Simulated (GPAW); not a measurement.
Ge, 4 atoms in the cell. The structure is hexagonal, space group P6_3/mmc (No. 194). The conventional cell has a = 3.998 Å, b = 3.998 Å, c = 6.599 Å, α = 90.00°, β = 90.00°, γ = 120.00°. Ge (site symmetry 3m) has 4 Ge at 2.45 to 2.47 Å as nearest neighbours. This isn't the form of Ge at room conditions, which is diamond.

* Program: GPAW 26.7.0
* Task: single point
* Functional: PBEsol
* Potentials or basis: PAW data sets generated in the run's folder for this functional
* Cutoff: 600 eV
* Basis: pw
* k mesh: 8 × 8 × 4
* Occupations: fermi-dirac, width 0.05 eV
* Spin: no spin polarisation
* Maxiter: 150

Potentials or basis: PAW data sets generated in the run's folder for this functional, pw.

Command:

```console
$ gpaw-setup -f PBEsol Ge
$ OMP_NUM_THREADS=1 python run.py
```

Hardware: 1 thread of Arm Neoverse V1, with other jobs on the host.

Problem. Estimate the wall time of this run.

Solution. Run time: 35 s on 1 thread of Arm Neoverse V1 (shared host), peak memory 0.2 GiB. Counts: scf iterations 9, plane waves 3070, bands 18, k points 35.
